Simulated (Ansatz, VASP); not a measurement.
Sb in VASP and in Ansatz

The input INCAR:

```
SYSTEM = Sb
  PREC = Accurate
  ENCUT = 520
  EDIFF = 1E-7
  ISMEAR = 0
  SIGMA = 0.1
  LREAL = .FALSE.
  LASPH = .TRUE.
  NELM = 100
  ALGO = Normal
  ISIF = 2
  LWAVE = .FALSE.
  LCHARG = .TRUE.
  GGA = PE
  LELF = .TRUE.
  LVHAR = .TRUE.
  NBANDS = 12
```

KPOINTS

```
Automatic mesh
0
G
  6 6 4
  0 0 0
```

Contents of POSCAR:

```
Sb
1.0
    2.3915902300     -2.7403982200      0.0000000000
    2.3915902300      2.7403982200      0.0000000000
    0.0000000000      0.0000000000      4.5594594000
Sb
2
Direct
    0.7500000000      0.2500000000      0.8979857100
    0.2500000000      0.7500000000      0.1020142900
```

Input for Ansatz:

```yaml
crystal:
  lattice:
    - [2.39159023, -2.74039822, 0.0]
    - [2.39159023, 2.74039822, 0.0]
    - [0.0, 0.0, 4.5594594]
  atoms:
    - { symbol: Sb, position: [0.75, 0.25, 0.89798571] }
    - { symbol: Sb, position: [0.25, 0.75, 0.10201429] }
basis:
  ecutwfc: 420
kpoints:
  mp_grid: { grid: [6, 6, 4] }
hamiltonian:
  xc: pbe
scf:
  occupations: { method: gaussian, width: 0.1 }
  lower_state_search: "off"
output:
  forces: true
  stress: true
  eigenvalues: true
```

Alike in both runs: task single point; functional PBE; k mesh 6 × 6 × 4; occupations gaussian, width 0.1 eV; no spin polarisation.

|  | VASP | Ansatz |
| --- | --- | --- |
| version | VASP 6.6.1 | Ansatz 0.2.0 |
| potentials or method | VASP PAW PBE potentials, release 64 (Sb) | scalar-relativistic, plane waves, PAW |
| plane-wave cutoff (eV) | 520 | 420 |
| valence electrons in the cell | 10 | 30 |

VASP gave:

- gap on the k mesh at the Fermi level (eV): none
- pressure (GPa): 20.4
- largest component of the traceless stress (GPa): 23.63
- rms of the force components (eV/Å): 1.860

Question: Estimate Ansatz's values.

Answer: gap on the k mesh at the Fermi level (eV): none; pressure (GPa): 19.9; largest component of the traceless stress (GPa): 23.01; rms of the force components (eV/Å): 1.831.

Atom by atom the forces differ by 0.029 eV/Å (rms over components). A gap of «none» marks a metal or a gap that the smearing closes. The two sets of potentials don't hold the same shells in valence.

Caveats: so large a pressure means that the cell lies far from this level's equilibrium, or that cutoff or potentials fall short (VASP); forces of over 1 eV/Å show positions far from the minimum, so gaps and moduli don't describe the material at rest. Spin-orbit coupling is left out, which matters for the levels of Sb.
